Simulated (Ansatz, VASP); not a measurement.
# Two plane-wave programs on KF

```
K F
1.0
     3.16119    0.00000    0.00000
     0.00000    3.16119    0.00000
     0.00000    0.00000    3.30784
K F
1 1
Direct
  0.00000 0.00000 0.00000
  0.50000 0.50000 0.50000
```

Change from the starting cell: strain -0.030 along x and y, +0.015 along z, atoms carried along.

Alike in both runs: task single point; functional LDA; k mesh 8 × 8 × 8; occupations gaussian, width 0.05 eV; no spin polarisation.

|  | VASP | Ansatz |
| --- | --- | --- |
| version | VASP 6.6.1 | Ansatz 0.2.0 |
| potentials or method | VASP PAW LDA potentials, release 64 (K_sv, F) | scalar-relativistic, plane waves, PAW |
| plane-wave cutoff (eV) | 520 | 420 |
| valence electrons in the cell | 16 | 16 |

```csv
,VASP,Ansatz,Ansatz less VASP
gap on the k mesh at the Fermi level (eV),6.16,6.18,+0.016
least direct gap on the mesh (eV),6.20,6.22,+0.015
pressure (GPa),-4.5,-4.7,-0.12
largest component of the traceless stress (GPa),2.64,2.64,-0.004
```

A k mesh can miss the band edges.
